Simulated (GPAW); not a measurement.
# CaSe: optical spectrum from first principles, part 2 of 2

Aim: the dielectric function of CaSe, and the optical constants that follow from it. The cell comes from an older database entry, whose edges can differ from later determinations, mostly by under a per cent.

GPAW 26.7.0; DFT, LDA, plane-wave PAW (GPAW data sets), scalar-relativistic, RPA, optical limit.

So far. Step 2 (Ground state): There is a gap, 2.40 eV on this mesh (points off the mesh can give less), so no carriers' term is needed.

The database entry behind the starting cell differs from later determinations by our own check (0.1 to 0.3 % short, probably kX units), so it need not match the best structure at ambient conditions.

## 4. Dielectric function, RPA (continued)

The Im ε, E ∥ x has structure finer than the step of the table below, so its rows give means over 0.5 eV, whole bins alone (the curve runs from 0 to 26.3 eV). Peaks (eV: height): 4.52: 6.81, 4.93: 6.83, 5.51: 7.20, 6.87: 6.36, 11.48: 2.28.

Values under the direct gap are tails of Lorentzian lines. The Im ε, E ∥ x by photon energy; means over each step:

| photon energy (eV) | Im ε, E ∥ x |
| --- | --- |
| 0.5 | 0.0177 |
| 1.0 | 0.0388 |
| 1.5 | 0.0694 |
| 2.0 | 0.126 |
| 2.5 | 0.314 |
| 3.0 | 1.91 |
| 3.5 | 4.45 |
| 4.0 | 5.74 |
| 4.5 | 6.07 |
| 5.0 | 6.28 |
| 5.5 | 6.67 |
| 6.0 | 6.17 |
| 6.5 | 5.72 |
| 7.0 | 6.05 |
| 7.5 | 4.94 |
| 8.0 | 3.51 |
| 8.5 | 3.10 |
| 9.0 | 1.74 |
| 9.5 | 1.47 |
| 10.0 | 1.59 |
| 10.5 | 1.65 |
| 11.0 | 1.70 |
| 11.5 | 2.11 |
| 12.0 | 1.44 |
| 12.5 | 1.02 |
| 13.0 | 0.827 |
| 13.5 | 0.641 |
| 14.0 | 0.623 |
| 14.5 | 0.571 |
| 15.0 | 0.491 |
| 15.5 | 0.548 |
| 16.0 | 0.447 |
| 16.5 | 0.453 |
| 17.0 | 0.585 |
| 17.5 | 0.541 |
| 18.0 | 0.473 |
| 18.5 | 0.461 |
| 19.0 | 0.401 |
| 19.5 | 0.337 |
| 20.0 | 0.280 |
| 20.5 | 0.304 |
| 21.0 | 0.288 |
| 21.5 | 0.275 |
| 22.0 | 0.298 |
| 22.5 | 0.243 |
| 23.0 | 0.229 |
| 23.5 | 0.237 |
| 24.0 | 0.277 |
| 24.5 | 0.338 |
| 25.0 | 0.368 |
| 25.5 | 0.424 |
| 26.0 | 0.431 |

Re ε, E ∥ x against photon energy:

| photon energy (eV) | Re ε, E ∥ x |
| --- | --- |
| 0.0 | 5.43 |
| 0.5 | 5.47 |
| 1.0 | 5.61 |
| 1.5 | 5.87 |
| 2.0 | 6.33 |
| 2.5 | 7.22 |
| 3.0 | 8.86 |
| 3.5 | 8.30 |
| 4.0 | 6.36 |
| 4.5 | 5.32 |
| 5.0 | 3.85 |
| 5.5 | 2.98 |
| 6.0 | 1.94 |
| 6.5 | 0.837 |
| 7.0 | 0.126 |
| 7.5 | -1.48 |
| 8.0 | -1.27 |
| 8.5 | -1.55 |
| 9.0 | -1.06 |
| 9.5 | -0.445 |
| 10.0 | -0.0990 |
| 10.5 | 0.109 |
| 11.0 | 0.208 |
| 11.5 | -0.117 |
| 12.0 | -0.679 |
| 12.5 | -0.389 |
| 13.0 | -0.243 |
| 13.5 | -0.0611 |
| 14.0 | 0.101 |
| 14.5 | 0.167 |
| 15.0 | 0.294 |
| 15.5 | 0.312 |
| 16.0 | 0.368 |
| 16.5 | 0.519 |
| 17.0 | 0.571 |
| 17.5 | 0.409 |
| 18.0 | 0.489 |
| 18.5 | 0.461 |
| 19.0 | 0.492 |
| 19.5 | 0.517 |
| 20.0 | 0.580 |
| 20.5 | 0.656 |
| 21.0 | 0.663 |
| 21.5 | 0.700 |
| 22.0 | 0.734 |
| 22.5 | 0.703 |
| 23.0 | 0.812 |
| 23.5 | 0.846 |
| 24.0 | 0.912 |
| 24.5 | 0.921 |
| 25.0 | 0.904 |
| 25.5 | 0.922 |
| 26.0 | 0.813 |

The reflectivity at normal incidence, E ∥ x has structure finer than the step of the table below, so its rows give means over 1 eV, whole bins alone (the curve runs from 0 to 26.3 eV). Peaks (eV: height): 7.6: 39.3, 8.8: 45.0, 11.9: 31.8.

Table of reflectivity at normal incidence, E ∥ x by photon energy; means over each step:

photon energy (eV), reflectivity at normal incidence, E ∥ x (%) and a bar:
```
        1       16.6 #############
        2       18.8 ###############
        3       24.8 ####################
        4       27.5 #######################
        5       27.9 #######################
        6       29.6 #########################
        7       33.1 ###########################
        8       36.1 ##############################
        9       36.1 ##############################
       10       19.4 ################
       11       17.1 ##############
       12       29.7 #########################
       13       25.8 #####################
       14       15.9 #############
       15        9.9 ########
       16        6.5 #####
       17        4.8 ####
       18        5.1 ####
       19        4.3 ###
       20        2.5 ##
       21        1.7 #
       22        1.3 #
       23        0.8 
       24        0.6 
       25        0.9
```

Table of refractive index n and extinction k by photon energy:

| photon energy (eV) | n | k |
| --- | --- | --- |
| 0 | 2.33 | 0 |
| 1 | 2.37 | 0.00813 |
| 2 | 2.52 | 0.0244 |
| 3 | 2.99 | 0.319 |
| 4 | 2.73 | 1.05 |
| 5 | 2.41 | 1.40 |
| 6 | 2.11 | 1.59 |
| 7 | 1.74 | 1.71 |
| 8 | 1.10 | 1.58 |
| 9 | 0.682 | 1.23 |
| 10 | 0.885 | 0.939 |
| 11 | 0.961 | 0.846 |
| 12 | 0.664 | 1.06 |
| 13 | 0.570 | 0.753 |
| 14 | 0.625 | 0.538 |
| 15 | 0.646 | 0.351 |
| 16 | 0.689 | 0.327 |
| 17 | 0.835 | 0.356 |
| 18 | 0.770 | 0.324 |
| 19 | 0.752 | 0.270 |
| 20 | 0.781 | 0.173 |
| 21 | 0.832 | 0.172 |
| 22 | 0.875 | 0.178 |
| 23 | 0.910 | 0.128 |
| 24 | 0.965 | 0.141 |
| 25 | 0.970 | 0.191 |
| 26 | 0.931 | 0.234 |

The loss function −Im 1/ε at q → 0, E ∥ x has structure finer than the step of the table below, so its rows give means over 1 eV, whole bins alone (the curve runs from 0 to 26.3 eV). Peaks (eV: height): 9.7: 0.737, 13.8: 1.74, 14.9: 1.75, 15.7: 1.43, 17.6: 1.23.

Values under the direct gap are tails of Lorentzian lines. The loss function −Im 1/ε at q → 0, E ∥ x by energy loss; means over each step:

| energy loss (eV) | loss function −Im 1/ε at q → 0, E ∥ x |
| --- | --- |
| 1 | 0.00125 |
| 2 | 0.00324 |
| 3 | 0.0245 |
| 4 | 0.0746 |
| 5 | 0.110 |
| 6 | 0.149 |
| 7 | 0.168 |
| 8 | 0.245 |
| 9 | 0.422 |
| 10 | 0.636 |
| 11 | 0.558 |
| 12 | 0.600 |
| 13 | 1.14 |
| 14 | 1.59 |
| 15 | 1.49 |
| 16 | 1.25 |
| 17 | 0.945 |
| 18 | 1.06 |
| 19 | 1.00 |
| 20 | 0.694 |
| 21 | 0.557 |
| 22 | 0.481 |
| 23 | 0.339 |
| 24 | 0.314 |
| 25 | 0.382 |

Optical constants at common wavelengths, from n + ik = √ε:

| wavelength (nm) | n | k | R (%) | 1/α |
| --- | --- | --- | --- | --- |
| 1550 | 2.35 | 0.006 | 16.3 | 20 µm |
| 1064 | 2.38 | 0.010 | 16.7 | 8.6 µm |
| 800 | 2.43 | 0.015 | 17.4 | 4.3 µm |
| 633 | 2.51 | 0.023 | 18.4 | 2.2 µm |
| 450 | 2.86 | 0.114 | 23.2 | 313 nm |
| 405 | 3.00 | 0.375 | 25.7 | 86 nm |
| 248 | 2.41 | 1.398 | 29.0 | 14 nm |

Below the direct gap, k and the depth come from the tails of the Lorentzian lines, not from transitions.

Rows near the edge hang on the gap, which this functional as a rule makes too small, and phonon-assisted absorption is left out.

## 5. What came out

```yaml
electronic_dielectric_constant_eps_infinity_mean_over_x_y_and_z_by_symmetry_where_fewer_were_run_rpa: 5.43
main_peak_of_im_epsilon_first_axis: 5.50 eV
centre_of_weight_of_the_strongest_loss_peak_in_the_window_first_axis: 15.1 eV
```

In words: At this level (LDA, RPA) CaSe has ε∞ = 5.43 and n = 2.35 at 1550 nm, and Im ε peaks at 5.5 eV. On the mesh the gap is 1.89 eV and the least direct gap 2.84 eV, so on this mesh the band edges lie at different points. Local fields change the static value along x from 6.36 to 5.43 (-15 %). Distinct maxima of Im ε, read by a parabola through the highest points, lie at 4.52 eV (6.8), 4.95 eV (6.8), 5.50 eV (7.2) and 6.01 eV (6.7). Excitons and phonon-assisted transitions are missing; LDA gaps are as a rule too small, which pulls the onset down and ε∞ up. The sum runs over mesh points, so small or evenly spaced maxima can still be ripples of the mesh. The curves end at 26 eV, about where the summed bands run out.

[Machine, clock and banner lines and Python warnings are left out of the logs.]

[Logs are printed without paths, hosts, clocks, repeated set-up lines and the standing remarks that a program may print on its own settings, such as how far it seeks lower states.]

[Hosts, paths, dates, database ids (printed as entryN), source tags and the programs' standing remarks are cut or masked in the printed files.]
